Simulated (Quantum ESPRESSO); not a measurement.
Runs of Quantum ESPRESSO 7.5 on KF (Carobbiite). It takes space group Fm-3m (No. 225, cubic). The conventional cell has a = 5.344 Å, b = 5.344 Å, c = 5.344 Å, α = 90.00°, β = 90.00°, γ = 90.00°. K (site symmetry m-3m) is surrounded by 6 F at 2.67 Å. Around F (site symmetry m-3m) lie 6 K at 2.67 Å. 

```csv
task,level,potentials or basis,cell,k mesh,pressure (GPa)
phonons,RPBE,PseudoDojo 0.4.1 SR PBE standard,relaxed,"4 × 4 × 4, shifted",0.1
dielectric tensor,PBEsol,PseudoDojo 0.4.1 SR PBEsol standard,as given,"6 × 6 × 6, shifted",(a)
phonons,revPBE,PseudoDojo 0.4.1 SR PBE standard,relaxed,"4 × 4 × 4, shifted",0.1
dielectric tensor,BLYP,PseudoDojo 0.4.1 SR PBE standard,as given,"6 × 6 × 6, shifted",2.1
dielectric tensor,WC,PseudoDojo 0.4.1 SR PBE standard,as given,"6 × 6 × 6, shifted",-0.5
```

Alike in all rows: no spin polarisation; cutoff (eV) 1143; smearing fermi-dirac 0.05 eV.

**Question.** Estimate the missing entries.

**Answer.** (a) -0.7.

Caveats: the potentials were made for another functional, which shifts forces and pressure (some runs).

Runs at the PBE level aren't shown here.
